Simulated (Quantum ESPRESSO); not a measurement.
A run of Quantum ESPRESSO 7.5 is set up as follows.

The input pw.in:

```
&CONTROL
  calculation = 'scf'
  prefix = 'pwscf'
  outdir = './tmp'
  pseudo_dir = './pseudo'
  tprnfor = .true.
  tstress = .true.
  disk_io = 'nowf'
/
&SYSTEM
  ibrav = 0
  nat = 1
  ntyp = 1
  ecutwfc = 55
  ecutrho = 440
  nbnd = 12
  occupations = 'smearing'
  smearing = 'fd'
  degauss = 0.00367493
/
&ELECTRONS
  conv_thr = 2d-10
  electron_maxstep = 120
  mixing_beta = 0.5
/
ATOMIC_SPECIES
Ti    47.8670 ti_pbe_v1.4.uspp.F.UPF
CELL_PARAMETERS angstrom
  -1.6651410000    1.6614080000    1.5991130000
   1.6803890000   -1.7050710000    1.6580240000
   1.6045370000    1.6444670000   -1.6427760000
ATOMIC_POSITIONS crystal
Ti    -0.0072040000    0.0071160000    0.0068240000
K_POINTS automatic
11 11 11 0 0 0
```

Potentials or basis: SSSP 1.3 efficiency PBE.

Run with:

```console
$ OMP_NUM_THREADS=1 pw.x -in pw.in > pw.out
```

Q: What does it give for the pressure?

A: -2.5 GPa.

Q: What does it give for the band gap on the k mesh?

A: None (metal or under the smearing width).

Stress tensor (GPa, compression positive):
```
-2.45  1.31 -0.59
 1.31 -2.07  0.98
-0.59  0.98 -2.87
```
